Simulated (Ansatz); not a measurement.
Crystal: HfSiO4 (Hafnon).

```
CELL_PARAMETERS angstrom
-3.28625 3.28625 2.98160
3.28625 -3.28625 2.98160
3.28625 3.28625 -2.98160
ATOMIC_POSITIONS crystal
Hf 0.00000 0.00000 0.00000
Hf 0.75000 0.25000 0.50000
Si 0.50000 0.50000 0.00000
Si 0.25000 0.75000 0.50000
O 0.68020 0.49570 0.81550
O 0.24570 0.93020 0.31550
O 0.68020 0.86470 0.18450
O 0.61470 0.93020 0.68450
O 0.06980 0.38530 0.31550
O 0.50430 0.31980 0.18450
O 0.06980 0.75430 0.68450
O 0.13530 0.31980 0.81550
```

Base run:

* Program: Ansatz 0.2.0
* Functional: PBEsol
* Potentials or basis: Ansatz PAW
* Cutoff: 420 eV (not typed: the program's choice for these potentials)
* k mesh: 5 × 5 × 5
* Occupations: fermi-dirac, width 0.05 eV
* Spin: no spin polarisation

Its results: band gap on the k mesh 5.36 eV, indirect (least direct gap 5.74 eV); pressure 1.3 GPa; largest force 0.443 eV/Å.

Task: The run is repeated on the same cell with these changes: functional from PBEsol to RPBE. What comes out?

Result: Band gap on the k mesh 5.54 eV, indirect (least direct gap 5.91 eV); pressure 12.3 GPa; largest force 0.368 eV/Å.

RPBE binds less tightly than PBEsol, so the same cell stands under more pressure.

Caveats: spin-orbit coupling is left out, which moves the levels of the heavy elements; the PAW data sets come from PBE, with cores solved anew for the run's functional, which leaves a small shift of forces and pressure.
